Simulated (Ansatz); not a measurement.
**Si (hcp): energy against volume**

Method: DFT, PBEsol, plane waves (420 eV) with PAW, scalar-relativistic in Ansatz 0.2.0. (PAW data from PBE, frozen cores regenerated.)

The cell is scaled uniformly from the relaxed one, with fractional coordinates and shape fixed. Energies are extrapolated to zero smearing, pressures are those at the given smearing. Magnetic state: spin not included.

A Birch-Murnaghan fit gives V₀ = 13.92 Å³/atom, B₀ = 96 GPa, B₀′ = 4.7.

Problem. What are the energy above the minimum and the pressure at 12.311 Å³/atom?

Solution. 71.0 meV/atom and 15.86 GPa as computed.

Problem. What are the energy above the minimum and the pressure at 12.871 Å³/atom?

Solution. 27.8 meV/atom and 9.22 GPa as computed.

Problem. What are the energy above the minimum and the pressure at 15.668 Å³/atom?

Solution. 52.5 meV/atom and -8.60 GPa as computed.
